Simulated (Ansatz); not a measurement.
Starting structure of a cell relaxation (symmetry kept):

```
C
1.0
     1.23245    0.71155    3.33689
    -1.23245    0.71155    3.33689
     0.00000   -1.42311    3.33689
C
2
Direct
  0.83341 0.83341 0.83341
  0.16659 0.16659 0.16659
```

The calculation used Ansatz, DFT PBE+D3(BJ), scalar-relativistic, plane waves, PAW.

Cutoff 420 eV; k points 12×12×12 on the computed 2-atom cell (Γ-centred); Gaussian smearing, width 0.02 eV; no spin polarisation.

What does it relax to?

The volume goes up by 0.03 Å³/atom to 8.81 Å³/atom, and the energy changes by under 0.1 meV/atom. Final structure:
```cif
data_structure
_symmetry_space_group_name_H-M 'P 1'
_symmetry_Int_Tables_number 1
_cell_length_a 3.6384
_cell_length_b 3.6384
_cell_length_c 3.6384
_cell_angle_alpha 39.602
_cell_angle_beta 39.602
_cell_angle_gamma 39.602
_cell_volume 17.62
loop_
_atom_site_label
_atom_site_type_symbol
_atom_site_fract_x
_atom_site_fract_y
_atom_site_fract_z
_atom_site_occupancy
C1 C 0.83341 0.83341 0.83341 1
C2 C 0.16659 0.16659 0.16659 1
```

Course of the relaxation (steps run on the plane waves of an earlier cell, and the basis is chosen afresh near the end, so energy and pressure can step there; trial steps that raised the energy were taken back; energies are free energies):

```json
{"step": "1", "E − E_final (meV/atom)": "0.0", "largest force component (eV/Å)": "0.001", "P (GPa)": "0.10", "V (Å³/atom)": "8.78"}
{"step": "2", "E − E_final (meV/atom)": "0.1", "largest force component (eV/Å)": "0.001", "P (GPa)": "0.02", "V (Å³/atom)": "8.80"}
{"step": "3", "E − E_final (meV/atom)": "0.0", "largest force component (eV/Å)": "0.001", "P (GPa)": "0.04", "V (Å³/atom)": "8.80"}
{"step": "4", "E − E_final (meV/atom)": "0.0", "largest force component (eV/Å)": "0.001", "P (GPa)": "0.00", "V (Å³/atom)": "8.81"}
{"step": "5", "E − E_final (meV/atom)": "0.0", "largest force component (eV/Å)": "0.001", "P (GPa)": "0.01", "V (Å³/atom)": "8.81"}
```